**Semilocal band gaps of rutile TiO₂ against the measured 3.05 eV**

The ladder from LDA through GGA to meta-GGA suggests that each rung brings the band gap of rutile closer to measurement, that functionals of one rung behave alike, and that agreement among several of them signals accuracy. The table bears out only the direction of the first idea. All twelve gaps lie below the measured 3.05 eV (journal paper), by 0.84 to 1.35 eV.

VASP, Kohn-Sham DFT with PAW potentials and the functional named in each row, for rutile TiO₂ in a 6-atom cell at the given geometry, without spin polarisation or spin-orbit coupling. The k mesh is 6×6×9 and the smearing width 0.05 eV; "basis" is the plane-wave cutoff, and gaps are orbital gaps read on the k mesh. A mesh can miss a band edge; for AM05 the band path gives the same gap to within 0.001 eV.

```csv
method,rung,potentials,basis,gap (eV),computed less measured (eV)
LDA,LDA,"VASP PAW LDA potentials, recommended",520 eV,1.752,-1.298
AM05,GGA,"VASP PAW PBE potentials, recommended",520 eV,1.799,-1.251
BLYP,GGA,"VASP PAW PBE potentials, recommended",520 eV,1.832,-1.218
PBE,GGA,"VASP PAW PBE potentials, minimal",500 eV,1.696,-1.354
PBEsol,GGA,"VASP PAW PBE potentials, recommended",520 eV,1.803,-1.247
revPBE,GGA,"VASP PAW PBE potentials, recommended",520 eV,1.866,-1.184
MS2,meta-GGA,"VASP PAW PBE potentials, recommended",520 eV,2.205,-0.845
SCAN,meta-GGA,"VASP PAW PBE potentials, recommended",520 eV,2.207,-0.843
TPSS,meta-GGA,"VASP PAW PBE potentials, recommended",520 eV,1.946,-1.104
r2SCAN,meta-GGA,"VASP PAW PBE potentials, recommended",520 eV,2.207,-0.843
rSCAN,meta-GGA,"VASP PAW PBE potentials, recommended",520 eV,2.177,-0.873
revTPSS,meta-GGA,"VASP PAW PBE potentials, recommended",520 eV,1.973,-1.077
```

"Gap" is the distance between the highest filled and the lowest empty orbital level, "computed less measured" is its error, and "basis" is the plane-wave cutoff. Every row is a non-magnetic insulator, as suits Ti⁴⁺ with an empty d shell, and its gap equals the direct gap at Γ to within the rounding of the table. The valence top of rutile is mainly O 2p and the conduction bottom mainly Ti 3d, so the gap is the price of moving an electron from oxygen to titanium.

**How large the error is**

Eleven rows share the same treatment of titanium, with the 3s and 3p semicore shells among the valence electrons, and they fall into four levels. As shares of the measured gap, LDA gives 57 %, the four GGAs average 60 %, TPSS and revTPSS 64 %, and MS2 with the three SCAN forms 72 %. The levels do not overlap. The small step from LDA to GGA comes with a change of potential set, so it is not purely an effect of the functional. The four GGAs and the meta-GGAs run on potentials made for PBE, an inconsistency whose size is not tested here.

The label meta-GGA covers two behaviours, 0.24 eV apart in their mean gaps. The TPSS pair closes 11 % of the mean GGA error, the MS2 and SCAN group 31 %. Within that group SCAN, r2SCAN and MS2 agree to 0.002 eV and should not be ranked.

The PBE row has the lowest gap, 0.056 eV under LDA, and must not be read as a verdict on PBE. It uses a titanium potential with the semicore shells frozen (32 electrons in the cell against 48) and a lower cutoff. Its valence levels at Γ also stand apart from those of the other GGAs. The frozen semicore is the likely cause, though this is untested. Its offset from the GGA mean is about 10 % of its error, so the potential disturbs the ranking while leaving the failure itself in place.

**Why it arises**

The gap that governs transport is a difference of total energies E of the crystal with N electrons: the cost I of removing one electron less the gain A from adding one. Exact Kohn-Sham theory splits it into two terms.

E_g = I − A = E(N−1) + E(N+1) − 2E(N) = (ε_c − ε_v) + Δ_xc

Here ε_v and ε_c are the band-edge orbital levels, and Δ_xc is the jump of the exchange-correlation potential when the first electron enters the conduction band. An added electron spreads over the whole crystal and changes the density by a vanishing amount at each point. The LDA or GGA potential is a smooth function of the density and its gradient, so it does not jump and Δ_xc = 0. For these functionals the orbital gap therefore equals their own I − A, and a total-energy calculation on a large charged cell would return the same low value.

The chemical picture is self-interaction. A semilocal functional cancels only part of the repulsion of an electron with its own charge cloud and favours charge that is smeared out. Removing an electron from the compact O 2p states then costs too little relative to the gain from placing one in Ti 3d, and I − A shrinks. All GGAs are built from the same two ingredients and share this fault, which explains by theory why changing the gradient term moves the gap so little.

A meta-GGA adds the kinetic-energy density τ, which is built from the orbitals. Varying the energy with respect to an orbital ψ gives a term −½∇·[(∂e_xc/∂τ)∇ψ], with e_xc the energy density, and this term acts differently on filled and empty states. The orbital gap then includes the functional's own jump, which is no longer zero but is only part of the exact Δ_xc. Where exchange weakens as τ rises, the term is positive. It lifts both the O 2p and the Ti 3d states, since both are compact and of high kinetic energy, and the local part of the potential changes along with it, so the gap opens by the net of these shifts, which these runs do not separate. MS2 and SCAN switch their exchange strongly with τ and TPSS only weakly, which matches the order of the two groups; the table shows the order, and the link to τ is argued from the functional forms.

**What else lies between calculation and measurement**

The runs have a static lattice and no spin-orbit coupling, and their cutoffs and mesh are working values, while the measurement holds temperature and zero-point motion. Vibrations usually lower a gap, and so does exciton binding if the measured value is an optical edge. Allowing for them would then tend to enlarge the errors. Three rows (LDA, BLYP, revPBE) are fixed-density band steps with Gaussian smearing; the form of the smearing is harmless, since even the smallest gap is 34 times the smearing width.

All rows use one unrelaxed cell, and the pressure P left in it estimates the volume change on relaxing as P/B. With a rough recalled bulk modulus B of 210 GPa, revTPSS gives 4.3/210 = 2.0 % expansion, the largest among the eight semicore rows with a computed pressure. This linear estimate sizes the volume change only, and its effect on the gap is untested. The better control is r2SCAN, whose cell is nearly free of pressure (0.3 GPa) and whose gap is as low as that of SCAN.

**How to recognise it**

The first sign is an error of one sign that dwarfs the scatter. The four semicore GGAs span 0.067 eV, while their mean error of −1.225 eV is 18 times as large. A spread over functionals of one rung is thus no error bar, since it samples what differs among them and hides what they share.

The second sign is that the gap moves while the spacings inside the bands move far less. Over the eleven semicore rows the gap ranges over 0.455 eV, the spacing of the two lowest conduction levels at Γ over 0.045 eV, and the depth of the fourth valence level from the top over 0.088 eV. The functionals differ mainly in how far they set empty states above filled ones. This is shown for a few levels at Γ only, and it holds for absolute energies: relative to their own mean size, the two spacings change about half to two thirds as much as the gap.

As wavelengths, the measured gap is 407 nm, at the violet end of the visible, and the SCAN gap is 562 nm, though the direct edge at Γ is dipole-forbidden and the conversion is not a spectrum. An error of 0.84 eV or more in the gap must sit in one band edge or be shared between the two, so no row here can place both edges for a band offset.

**What to do**

Keep one titanium potential, with semicore shells, across any comparison, and name the meta-GGA instead of the rung. Do not compare raw band-edge energies between runs, because each periodic run has its own zero of energy. A rigid upward shift of the empty bands by the tabulated error repairs the gap of this crystal by construction, but leaves open how the shift divides between the two edges. Where the gap or an offset must be predicted, theory points to methods with screened non-local exchange, a hybrid functional or a quasiparticle calculation, which need their own check against measurement.
